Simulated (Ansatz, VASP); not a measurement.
# One calculation of SnO, two programs

```
CELL_PARAMETERS angstrom
3.07206 0.00000 0.00000
0.00000 3.07206 0.00000
0.00000 0.00000 3.07206
ATOMIC_POSITIONS crystal
Sn 0.00000 0.00000 0.00000
O 0.50000 0.50000 0.50000
```

Alike in both runs: task single point; functional r2SCAN; k mesh 6 × 6 × 6; occupations fermi-dirac, width 0.02 eV; no spin polarisation.

|  | VASP | Ansatz |
| --- | --- | --- |
| version | VASP 6.6.1 | Ansatz 0.2.0 |
| potentials or method | VASP PAW PBE potentials, release 64 (Sn_d, O) | plane waves, PAW |
| plane-wave cutoff (eV) | 520 | 500 |
| valence electrons in the cell | 20 | 20 |

```tsv
	VASP	Ansatz	Ansatz less VASP
pressure (GPa)	4.0	3.8	-0.17
```

Caveats: the PAW data sets were made with another functional, which shifts forces and pressure a little (VASP).
